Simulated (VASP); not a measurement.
A run of VASP 6.6.1 is set up as follows.

The input INCAR:

```
SYSTEM = Sr
  PREC = Accurate
  ENCUT = 520
  EDIFF = 1E-7
  ISMEAR = -5
  SIGMA = 0.1
  LREAL = .FALSE.
  LASPH = .TRUE.
  NELM = 80
  ALGO = Normal
  ISIF = 2
  LWAVE = .FALSE.
  LCHARG = .FALSE.
  NBANDS = 11
```

File KPOINTS:

```
Automatic mesh
0
G
  8 8 8
  0 0 0
```

File POSCAR:

```
Sr
1.0
   -2.2316730000      2.2316730000      2.2316730000
    2.2316730000     -2.2316730000      2.2316730000
    2.2316730000      2.2316730000     -2.2316730000
Sr
1
Direct
    0.0000000000      0.0000000000      0.0000000000
```

Potentials or basis: VASP PAW LDA potentials, release 64 (Sr_sv).

Launch:

```sh
$ cat potpaw_LDA.64/Sr_sv/POTCAR > POTCAR
$ mpirun -np 1 vasp_std > vasp.out
```

Estimate the pressure.

1.3 GPa.

What does it give for the band gap on the k mesh?

None (metal or under the smearing width).

Caveat: tetrahedron occupations give inexact forces and stress in metals.
